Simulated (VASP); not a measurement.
Write the native input for VASP 6.6.1 that does the following.

```yaml
Task: single point
Functional: PBEsol
Potentials_or_basis: VASP PAW PBE potentials, release 64 (Ti_sv, O_h)
Cutoff: 900 eV
k_mesh: 10 × 10 × 10
Occupations: gaussian, width 0.1 eV
Spin: no spin polarisation
Further_INCAR_settings: ALGO = Normal; EDIFF = 1e-06; NBANDS = 36
```

The structure of TiO lies in POSCAR:

```
TiO
1.0
    4.0352900000      0.0000000000      0.0000000000
    0.0000000000      4.0352900000      0.0000000000
    0.0000000000      0.0000000000      4.0352900000
Ti O
3 3
Direct
    0.5000000000      0.5000000000      0.0000000000
    0.0000000000      0.5000000000      0.5000000000
    0.5000000000      0.0000000000      0.5000000000
    0.0000000000      0.5000000000      0.0000000000
    0.5000000000      0.0000000000      0.0000000000
    0.0000000000      0.0000000000      0.5000000000
```

The cell comes from a database or a generator and needn't be the stable form of this composition.

These files were run (other wordings do the same):

INCAR

```
ALGO     = Normal         # electronic algorithm
EDIFF    = 1E-6           # SCF threshold, eV
ENCUT    = 900            # plane-wave cutoff, eV
GGA      = PS             # functional
ISIF     = 2              # what is computed and relaxed
ISMEAR   = 0              # smearing method
LASPH    = T              # aspherical terms in the spheres
LCHARG   = F              # write CHGCAR
LREAL    = F              # projectors in reciprocal space
LWAVE    = F              # write WAVECAR
NBANDS   = 36             # bands
NELM     = 80             # most SCF steps
PREC     = Accurate       # precision mode
SIGMA    = 0.1            # smearing width, eV
```

KPOINTS

```
k-points
0
Gamma
  10 10 10
```

Potentials or basis: VASP PAW PBE potentials, release 64 (Ti_sv, O_h).

The run is started by

```sh
$ cat potpaw_PBE.64/Ti_sv/POTCAR potpaw_PBE.64/O_h/POTCAR > POTCAR
$ mpirun -np 1 vasp_std > vasp.out
```

It gave:

```
Pressure               : -0.2 GPa
Band gap on the k mesh : none (metal or under the smearing width)
```

Caveat: the cutoff is under 1.25 times the usual one of these potentials, so pressure, stress and relaxed cells hold a basis-set (Pulay) error; the PAW data sets were made with another functional, which shifts forces and pressure a little; semilocal functionals often make such compounds metallic where correlation or magnetic order opens a gap, which also shifts bond lengths.

Run time: 120 s on 1 thread of Intel(R) Xeon(R) 6975P-C (Granite Rapids) (shared host), peak memory 0.39 GiB.
